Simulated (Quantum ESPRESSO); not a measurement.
# WC (Cmmm) in Quantum ESPRESSO: further runs

One crystal, WC, is run at these levels: PBEsol; tasks: Wannier functions.

All numbers are computed with Quantum ESPRESSO 7.5; they aren't measurements. Logs are shortened: lines on timing, memory, paths and dates and some standing lists are left out, and cuts for length are marked.

**1. The structure**

Symmetry: Cmmm, No. 65, orthorhombic system. The conventional cell has a = 3.281 Å, b = 4.236 Å, c = 4.309 Å, α = 90.00°, β = 90.00°, γ = 90.00°. W (site symmetry mmm) is surrounded by 4 W at 2.68 Å and 8 C at 2.71 to 3.02 Å. Around C (site symmetry mmm) lie 4 C at 2.68 Å and 8 W at 2.71 to 3.02 Å.

The cell was built by a generator and needn't be a form met in nature.

**2. Wannier functions, PBEsol**

The input, pw.in:

```
&CONTROL
  calculation = 'scf'
  prefix = 'pwscf'
  outdir = './tmp'
  pseudo_dir = './pseudo'
  tprnfor = .true.
  tstress = .true.
  disk_io = 'low'
/
&SYSTEM
  ibrav = 0
  celldm(1) = 8
  nat = 2
  ntyp = 2
  ecutwfc = 82
  nbnd = 15
  occupations = 'smearing'
  smearing = 'fd'
  degauss = 0.00367493
/
&ELECTRONS
  conv_thr = 4d-10
  electron_maxstep = 120
  mixing_beta = 0.5
/
ATOMIC_SPECIES
W    183.8400 W.upf
C     12.0110 C.upf
CELL_PARAMETERS alat
  0.3874756121869  -0.5003139440722   0.0000000000000
  0.3874756121869   0.5003139440722   0.0000000000000
  0.0000000000000   0.0000000000000   1.0179532043354
ATOMIC_POSITIONS crystal
W      0.5000000000    0.5000000000    0.5000000000
C      0.0000000000    0.0000000000    0.0000000000
K_POINTS automatic
8 8 5 0 0 0
```

The input, nscf.in:

```
&CONTROL
  calculation = 'nscf'
  prefix = 'pwscf'
  outdir = './tmp'
  pseudo_dir = './pseudo'
  disk_io = 'low'
/
&SYSTEM
  ibrav = 0
  celldm(1) = 8
  nat = 2
  ntyp = 2
  ecutwfc = 82
  nbnd = 26
  occupations = 'smearing'
  smearing = 'fd'
  degauss = 0.00367493
  nosym = .true.
  noinv = .true.
/
&ELECTRONS
  conv_thr = 1d-09
  electron_maxstep = 120
  mixing_beta = 0.5
  diago_full_acc = .true.
  startingwfc = 'random'
/
ATOMIC_SPECIES
W    183.8400 W.upf
C     12.0110 C.upf
CELL_PARAMETERS alat
  0.3874756121869  -0.5003139440722   0.0000000000000
  0.3874756121869   0.5003139440722   0.0000000000000
  0.0000000000000   0.0000000000000   1.0179532043354
ATOMIC_POSITIONS crystal
W      0.5000000000    0.5000000000    0.5000000000
C      0.0000000000    0.0000000000    0.0000000000
K_POINTS crystal
144
  0.00000000   0.00000000   0.00000000 6.94444444e-03
  0.00000000   0.00000000   0.25000000 6.94444444e-03
  0.00000000   0.00000000   0.50000000 6.94444444e-03
  0.00000000   0.00000000   0.75000000 6.94444444e-03
  0.00000000   0.16666667   0.00000000 6.94444444e-03
  0.00000000   0.16666667   0.25000000 6.94444444e-03
[... 136 lines left out ...]
  0.83333333   0.83333333   0.50000000 6.94444444e-03
  0.83333333   0.83333333   0.75000000 6.94444444e-03
```

The input, pw2wan.in:

```
&INPUTPP
  prefix = 'pwscf'
  outdir = './tmp'
  seedname = 'w'
  write_mmn = .true.
  write_amn = .true.
/
```

The input, bands.in:

```
&CONTROL
  calculation = 'bands'
  prefix = 'pwscf'
  outdir = './tmp'
  pseudo_dir = './pseudo'
  disk_io = 'low'
/
&SYSTEM
  ibrav = 0
  celldm(1) = 8
  nat = 2
  ntyp = 2
  ecutwfc = 82
  nbnd = 26
  occupations = 'smearing'
  smearing = 'fd'
  degauss = 0.00367493
/
&ELECTRONS
  conv_thr = 1d-08
  electron_maxstep = 120
  mixing_beta = 0.5
  diago_full_acc = .true.
  startingwfc = 'random'
/
ATOMIC_SPECIES
W    183.8400 W.upf
C     12.0110 C.upf
CELL_PARAMETERS alat
  0.3874756121869  -0.5003139440722   0.0000000000000
  0.3874756121869   0.5003139440722   0.0000000000000
  0.0000000000000   0.0000000000000   1.0179532043354
ATOMIC_POSITIONS crystal
W      0.5000000000    0.5000000000    0.5000000000
C      0.0000000000    0.0000000000    0.0000000000
K_POINTS crystal
70
  0.00000000   0.00000000   0.00000000 1
  0.04443900   0.04443900   0.00000000 1
  0.08887800   0.08887800   0.00000000 1
  0.13331600   0.13331600   0.00000000 1
  0.17775500   0.17775500   0.00000000 1
  0.22219400   0.22219400   0.00000000 1
[... 62 lines left out ...]
 -0.44444400   0.44444400   0.50000000 1
 -0.50000000   0.50000000   0.50000000 1
```

The input, w.win:

```
num_wann = 13
num_bands = 22
guiding_centres = true
dis_froz_max = 15.5
dis_num_iter = 600
dis_mix_ratio = 0.5
dis_conv_tol = 1.0d-9
num_iter = 1200
search_shells = 100
kmesh_tol = 1.0d-4
conv_tol = 1.0d-8
conv_window = 4
num_print_cycles = 200
fermi_energy = 13.5013
bands_plot = true
write_hr = true
mp_grid = 6 6 4
exclude_bands = 1-4
begin projections
W: s;p;d
C: s;p
end projections
begin unit_cell_cart
ang
  1.6403461100  -2.1180379000   0.0000000000
  1.6403461100   2.1180379000   0.0000000000
  0.0000000000   0.0000000000   4.3094211000
end unit_cell_cart
begin atoms_frac
W    0.5000000000   0.5000000000   0.5000000000
C    0.0000000000   0.0000000000   0.0000000000
end atoms_frac
begin kpoint_path
G   0.0000000000   0.0000000000   0.0000000000  X   0.3999489885   0.3999489885   0.0000000000
X   0.3999489885   0.3999489885   0.0000000000  S   0.0000000000   0.5000000000   0.0000000000
S   0.0000000000   0.5000000000   0.0000000000  R   0.0000000000   0.5000000000   0.5000000000
R   0.0000000000   0.5000000000   0.5000000000  A   0.3999489885   0.3999489885   0.5000000000
A   0.3999489885   0.3999489885   0.5000000000  Z   0.0000000000   0.0000000000   0.5000000000
Z   0.0000000000   0.0000000000   0.5000000000  G   0.0000000000   0.0000000000   0.0000000000
G   0.0000000000   0.0000000000   0.0000000000  Y  -0.5000000000   0.5000000000   0.0000000000
Y  -0.5000000000   0.5000000000   0.0000000000  X1  -0.3999489885   0.6000510115   0.0000000000
X1  -0.3999489885   0.6000510115   0.0000000000  A1  -0.3999489885   0.6000510115   0.5000000000
A1  -0.3999489885   0.6000510115   0.5000000000  T  -0.5000000000   0.5000000000   0.5000000000
T  -0.5000000000   0.5000000000   0.5000000000  Y  -0.5000000000   0.5000000000   0.0000000000
Z   0.0000000000   0.0000000000   0.5000000000  T  -0.5000000000   0.5000000000   0.5000000000
end kpoint_path
bands_num_points = 9
begin kpoints
  0.00000000   0.00000000   0.00000000
  0.00000000   0.00000000   0.25000000
  0.00000000   0.00000000   0.50000000
  0.00000000   0.00000000   0.75000000
  0.00000000   0.16666667   0.00000000
  0.00000000   0.16666667   0.25000000
[... 136 lines left out ...]
  0.83333333   0.83333333   0.50000000
  0.83333333   0.83333333   0.75000000
end kpoints
```

Potentials or basis: PseudoDojo 0.4.1 SR PBEsol standard.

Launch:

```console
> OMP_NUM_THREADS=1 pw.x -in pw.in > pw.out
> OMP_NUM_THREADS=1 pw.x -in nscf.in > nscf.out
> wannier90.x -pp w
> OMP_NUM_THREADS=1 pw2wannier90.x -in pw2wan.in > pw2wan.out
> wannier90.x w
> OMP_NUM_THREADS=1 pw.x -in bands.in > bands.out
```

pw.out:

```text
This program is part of the open-source Quantum ESPRESSO suite
     for quantum simulation of materials; please cite
[... 9 lines left out ...]
     --------------------
     sticks:   dense  smooth     PW     G-vecs:    dense   smooth      PW
     Sum         651     651    201                20329    20329    3499

     Using Slab Decomposition

     bravais-lattice index     =            0
     lattice parameter (alat)  =       8.0000  a.u.
     unit-cell volume          =     202.0760 (a.u.)^3
     number of atoms/cell      =            2
     number of atomic types    =            2
     number of electrons       =        18.00
     number of Kohn-Sham states=           15
     kinetic-energy cutoff     =      82.0000  Ry
     charge density cutoff     =     328.0000  Ry
     scf convergence threshold =      4.0E-10
     mixing beta               =       0.5000
     number of iterations used =            8  plain     mixing
     Exchange-correlation= PBESOL
                           (   1   4  10   8   0   0   0)

     celldm(1)=   8.000000  celldm(2)=   0.000000  celldm(3)=   0.000000
     celldm(4)=   0.000000  celldm(5)=   0.000000  celldm(6)=   0.000000

     crystal axes: (cart. coord. in units of alat)
               a(1) = (   0.387476  -0.500314   0.000000 )
               a(2) = (   0.387476   0.500314   0.000000 )
               a(3) = (   0.000000   0.000000   1.017953 )

     reciprocal axes: (cart. coord. in units 2 pi/alat)
               b(1) = (  1.290404 -0.999373  0.000000 )
               b(2) = (  1.290404  0.999373 -0.000000 )
               b(3) = ( -0.000000  0.000000  0.982363 )

     PseudoPot. # 1 for W  read from file:
     W.upf
     Pseudo is Norm-conserving + core correction, Zval = 14.0
     Generated using ONCVPSP code by D. R. Hamann
     Using radial grid of 1396 points,  8 beta functions with:
                l(1) =   0
                l(2) =   0
                l(3) =   1
                l(4) =   1
                l(5) =   2
                l(6) =   2
                l(7) =   3
                l(8) =   3

     PseudoPot. # 2 for C  read from file:
     C.upf
     Pseudo is Norm-conserving + core correction, Zval =  4.0
     Generated using ONCVPSP code by D. R. Hamann
     Using radial grid of 1248 points,  4 beta functions with:
                l(1) =   0
                l(2) =   0
                l(3) =   1
                l(4) =   1

     atomic species   valence    mass     pseudopotential
     W                14.00   183.84000     W ( 1.00)
     C                 4.00    12.01100     C ( 1.00)

      8 Sym. Ops., with inversion, found

   Cartesian axes

     site n.     atom                  positions (alat units)
         1        W      tau(   1) = (   0.3874756   0.0000000   0.5089766  )
         2        C      tau(   2) = (   0.0000000   0.0000000   0.0000000  )

     number of k points=    63  Fermi-Dirac smearing, width (Ry)=  0.0037
                       cart. coord. in units 2pi/alat
        k(    1) = (   0.0000000   0.0000000   0.0000000), wk =   0.0062500
        k(    2) = (   0.0000000   0.0000000   0.1964727), wk =   0.0125000
        k(    3) = (   0.0000000   0.0000000   0.3929454), wk =   0.0125000
        k(    4) = (   0.1613005   0.1249216   0.0000000), wk =   0.0250000
        k(    5) = (   0.1613005   0.1249216   0.1964727), wk =   0.0500000
        k(    6) = (   0.1613005   0.1249216   0.3929454), wk =   0.0500000
[... 55 lines left out ...]
        k(   62) = (  -1.2904038   0.0000000   0.1964727), wk =   0.0125000
        k(   63) = (  -1.2904038   0.0000000   0.3929454), wk =   0.0125000

     Dense  grid:    20329 G-vectors     FFT dimensions: (  30,  30,  48)

     Initial potential from superposition of free atoms

     starting charge      17.9995, renormalised to      18.0000
     Starting wfcs are   14 randomized atomic wfcs +    1 random wfcs

     Self-consistent Calculation

     iteration #  1     ecut=    82.00 Ry     beta= 0.50
     Davidson diagonalization with overlap
     ethr =  1.00E-02,  avg # of iterations =  3.9

     Threshold (ethr) on eigenvalues was too large:
     Diagonalizing with lowered threshold

     Davidson diagonalization with overlap
     ethr =  5.76E-04,  avg # of iterations =  1.2

     total energy              =    -163.22933021 Ry
     estimated scf accuracy    <       0.10550958 Ry

     iteration #  2     ecut=    82.00 Ry     beta= 0.50
     Davidson diagonalization with overlap
     ethr =  5.86E-04,  avg # of iterations =  2.0

     total energy              =    -163.21538422 Ry
     estimated scf accuracy    <       0.28233554 Ry

     iteration #  3     ecut=    82.00 Ry     beta= 0.50
     Davidson diagonalization with overlap
     ethr =  5.86E-04,  avg # of iterations =  1.2

     total energy              =    -163.25764075 Ry
     estimated scf accuracy    <       0.01583599 Ry
[... 33 lines left out ...]
     total energy              =    -163.25935333 Ry
     estimated scf accuracy    <       0.00000002 Ry

     iteration #  9     ecut=    82.00 Ry     beta= 0.50
     Davidson diagonalization with overlap
     ethr =  8.81E-11,  avg # of iterations =  2.1

     total energy              =    -163.25935333 Ry
     estimated scf accuracy    <          1.2E-09 Ry

     iteration # 10     ecut=    82.00 Ry     beta= 0.50
     Davidson diagonalization with overlap
     ethr =  6.43E-12,  avg # of iterations =  3.2

     End of self-consistent calculation

          k = 0.0000 0.0000 0.0000 (  2565 PWs)   bands (ev):

   -61.1654 -25.4421 -24.8143 -24.5450   1.2392   7.9940  10.2094  10.3098
    15.3944  15.6215  15.6717  16.2591  16.2993  16.4551  25.0987

          k = 0.0000 0.0000 0.1965 (  2551 PWs)   bands (ev):

   -61.1654 -25.4447 -24.8142 -24.5449   1.5067   7.0965  10.2186  10.6049
    14.4226  15.8942  16.0811  16.8302  16.8588  16.9012  24.2811

          k = 0.0000 0.0000 0.3929 (  2540 PWs)   bands (ev):

   -61.1654 -25.4488 -24.8140 -24.5448   2.0746   5.8231  10.2334  10.8621
    13.8363  15.6326  16.1668  17.1860  17.8399  19.0058  22.3256

          k = 0.1613 0.1249 0.0000 (  2539 PWs)   bands (ev):

   -61.1537 -25.4234 -24.9124 -24.6109   1.5486   8.5000  10.0907  10.4969
    14.1337  15.6080  15.6444  16.0284  16.5701  16.7317  24.7896
[... 268 lines left out ...]
   -61.0368 -25.5908 -25.3573 -25.2466   4.4848   9.6064  10.5496  11.8194
    12.8960  13.1335  14.2310  14.5567  17.1976  17.5775  25.5012

          k = 0.0000-0.7495 0.1965 (  2518 PWs)   bands (ev):

   -61.0368 -25.5906 -25.3572 -25.2482   4.6271   8.9535  10.9891  11.5868
    11.7579  14.2446  14.6466  15.4061  17.1708  17.5538  23.5083

          k = 0.0000-0.7495 0.3929 (  2518 PWs)   bands (ev):

   -61.0368 -25.5902 -25.3569 -25.2507   4.8945   8.3257  10.3251  11.0952
    12.7128  14.5331  15.3376  16.1240  17.0234  18.1950  22.2037

          k =-1.2904 0.0000 0.0000 (  2548 PWs)   bands (ev):

   -61.0146 -25.7562 -25.4458 -25.2127   5.3039   9.8429  10.1742  10.9544
    12.6287  12.8265  13.3455  14.5435  19.7055  20.3914  24.0356

          k =-1.2904 0.0000 0.1965 (  2542 PWs)   bands (ev):

   -61.0146 -25.7560 -25.4456 -25.2141   5.5337   9.1906   9.2245  11.4294
    12.3866  13.3564  14.4362  15.5627  19.6510  19.7063  23.0962

          k =-1.2904 0.0000 0.3929 (  2512 PWs)   bands (ev):

   -61.0145 -25.7556 -25.4452 -25.2164   6.0830   8.1057   8.5726  10.7479
    13.6931  14.2097  15.9556  16.9559  18.0934  19.7077  21.3988

     the Fermi energy is    13.5013 ev

!    total energy              =    -163.25935333 Ry
     estimated scf accuracy    <          2.3E-10 Ry
     smearing contrib. (-TS)   =      -0.00122728 Ry
     internal energy E=F+TS    =    -163.25812605 Ry

     The total energy is F=E-TS. E is the sum of the following terms:
     one-electron contribution =     -39.76317294 Ry
     hartree contribution      =      26.55232199 Ry
     xc contribution           =     -36.50362007 Ry
     ewald contribution        =    -113.54365502 Ry

     convergence has been achieved in  10 iterations

     Forces acting on atoms (cartesian axes, Ry/au):

     atom    1 type  1   force =     0.00000000    0.00000000    0.00000000
     atom    2 type  2   force =     0.00000000    0.00000000    0.00000000

     Total force =     0.000000     Total SCF correction =     0.000000

     Computing stress (Cartesian axis) and pressure

          total   stress  (Ry/bohr**3)                   (kbar)     P=     -369.57
  -0.00277915   0.00000000   0.00000000         -408.83        0.00        0.00
   0.00000000  -0.00057110   0.00000000            0.00      -84.01        0.00
   0.00000000   0.00000000  -0.00418667            0.00        0.00     -615.88

=------------------------------------------------------------------------------=
   JOB DONE.
=------------------------------------------------------------------------------=
```

It took 2.9 min on 1 thread of Intel Xeon 6975P-C (Granite Rapids), shared host; peak memory 0.17 GiB.

What came out:

```yaml
Free_energy: -2221.2567 eV
Pressure: -37.0 GPa
Band_gap_on_the_k_mesh: none (metal or under the smearing width)
Total_Wannier_spread: 14.48 Å² over 13 functions
RMS_miss_of_the_Wannier_bands: 0.011 eV
```

Stress tensor (GPa, compression positive):
```
-40.88   0.00   0.00
  0.00  -8.40   0.00
  0.00   0.00 -61.59
```

Levels at the corners of the path, in eV from the Fermi level:
| point | band 5 | band 6 | band 7 | band 8 | band 9 | band 10 | band 11 | band 12 | band 13 | band 14 |
| --- | --- | --- | --- | --- | --- | --- | --- | --- | --- | --- |
| Γ | -12.26 | -5.51 | -3.29 | -3.19 | 1.89 | 2.12 | 2.17 | 2.76 | 2.80 | 2.95 |
| X | -8.12 | -3.02 | -2.95 | -2.68 | -2.50 | -2.15 | 2.06 | 2.59 | 3.12 | 8.66 |
| S | -9.02 | -5.83 | -4.77 | -3.62 | 1.92 | 1.96 | 2.63 | 3.57 | 4.42 | 4.75 |
| R | -9.57 | -4.39 | -3.96 | -2.45 | -0.59 | 0.27 | 2.29 | 2.44 | 2.65 | 6.49 |
| A | -7.82 | -4.91 | -4.56 | -2.54 | 0.59 | 1.36 | 1.71 | 1.92 | 2.68 | 7.19 |
| Z | -11.30 | -7.91 | -3.27 | -2.61 | 0.26 | 2.10 | 2.67 | 3.73 | 4.49 | 6.19 |
| Γ | -12.26 | -5.51 | -3.29 | -3.19 | 1.89 | 2.12 | 2.17 | 2.76 | 2.80 | 2.95 |
| Y | -8.20 | -3.66 | -3.33 | -2.55 | -0.87 | -0.67 | -0.16 | 1.04 | 6.20 | 6.89 |
| X1 | -8.12 | -3.02 | -2.95 | -2.68 | -2.50 | -2.15 | 2.06 | 2.59 | 3.12 | 8.66 |
| A1 | -7.82 | -4.91 | -4.56 | -2.54 | 0.59 | 1.36 | 1.71 | 1.92 | 2.68 | 7.19 |
| T | -7.27 | -5.62 | -5.01 | -2.84 | 0.27 | 1.12 | 2.72 | 3.70 | 4.20 | 6.21 |
| Y | -8.20 | -3.66 | -3.33 | -2.55 | -0.87 | -0.67 | -0.16 | 1.04 | 6.20 | 6.89 |
| Z | -11.30 | -7.91 | -3.27 | -2.61 | 0.26 | 2.10 | 2.67 | 3.73 | 4.49 | 6.19 |
| T | -7.27 | -5.62 | -5.01 | -2.84 | 0.27 | 1.12 | 2.72 | 3.70 | 4.20 | 6.21 |

Wannier functions:
```
function  nearest atom  distance (Å)  spread (Å²)  on-site energy from the reference level (eV)
       1           1 W          0.76         1.42                                          5.10
       2           1 W          0.88         1.42                                          5.31
       3           1 W          0.67         1.37                                          4.02
       4           1 W          0.87         1.42                                          5.30
       5           1 W          0.02         1.09                                          1.38
       6           1 W          0.67         1.37                                          4.02
       7           1 W          0.87         1.42                                          5.30
       8           1 W          0.87         1.42                                          5.31
       9           1 W          0.03         1.01                                          1.81
      10           2 C          0.39         0.64                                         -0.77
      11           2 C          0.37         0.62                                         -0.47
      12           2 C          0.38         0.63                                         -0.69
      13           2 C          0.41         0.67                                         -1.39
```

Parts of the spread (Å²): invariant 11.71, diagonal 0.009, off-diagonal 2.77, total 14.48. Against the direct bands the interpolation misses by 11 meV (root mean square) and 72 meV at most, for states up to 1 eV over the reference level.

Caveat: a pressure of tens of GPa on the cell as given is suspect, and the run, the potentials or the cell itself is likely at fault; spin-orbit coupling is left out, which moves the levels of the heavy elements; the Wannier minimisation didn't converge.

(Part 1 of 2 ends here.)
